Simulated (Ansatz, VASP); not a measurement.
Y in VASP and in Ansatz

Contents of INCAR:

```
PREC     = Accurate       # precision mode
ENCUT    = 520            # plane-wave cutoff, eV
EDIFF    = 1E-6           # SCF threshold, eV
ISMEAR   = -1             # smearing method
SIGMA    = 0.1            # smearing width, eV
LREAL    = F              # projectors in reciprocal space
LASPH    = T              # aspherical terms in the spheres
NELM     = 60             # most SCF steps
ALGO     = Fast           # electronic algorithm
ISIF     = 2              # what is computed and relaxed
LWAVE    = F              # write WAVECAR
LCHARG   = T              # write CHGCAR
GGA      = B5             # functional
ALDAX    = 1.0          
AGGAX    = 1.0          
AGGAC    = 1.0          
ALDAC    = 0.0          
LELF     = T              # ELF
LVHAR    = T            
NBANDS   = 12             # bands
```

KPOINTS

```
regular mesh
0
Gamma
  12 12 12
```

POSCAR

```
Y
1.0
    0.0000000000      2.4511034174      2.4511034174
    2.4511034174      0.0000000000      2.4511034174
    2.4511034174      2.4511034174      0.0000000000
Y
1
Direct
    0.0000000000      0.0000000000      0.0000000000
```

Input for Ansatz:

```yaml
crystal:
  lattice:
    - [0.0, 2.4511034174, 2.4511034174]
    - [2.4511034174, 0.0, 2.4511034174]
    - [2.4511034174, 2.4511034174, 0.0]
  atoms:
    - { symbol: "Y", position: [0.0, 0.0, 0.0] }
hamiltonian:
  xc: blyp
  pseudopotentials:
    kind: paw
    azcp:
      "Y": "pseudopotentials/Y.paw.azcp"
basis:
  ecutwfc: 420
  fft_grid_basis: typed
kpoints:
  mp_grid: { grid: [12, 12, 12], shift: [0, 0, 0] }
magnetization:
  spin_polarized: false
scf:
  occupations: { method: fermi_dirac, width: 0.1 }
  lower_state_search: "off"
output:
  stress: true
  write_density: true
  write_potential: true
  elf: true
  volumetric_format: npy
```

Alike in both runs: task single point; functional BLYP; k mesh 12 × 12 × 12; occupations fermi-dirac, width 0.1 eV; no spin polarisation.

|  | VASP | Ansatz |
| --- | --- | --- |
| version | VASP 6.6.1 | Ansatz 0.2.0 |
| potentials or method | VASP PAW PBE potentials, release 64 (Y_sv) | plane waves (420 eV) with PAW, scalar-relativistic |
| plane-wave cutoff (eV) | 520 | 420 |
| valence electrons in the cell | 11 | 11 |

```tsv
	VASP	Ansatz	Ansatz less VASP
pressure (GPa)	5.8	5.9	+0.12
```

The functional is the same, so the differences come from potentials, cutoffs and numerics.

Caveats: the PAW data sets were made with another functional, which shifts forces and pressure a little (VASP).
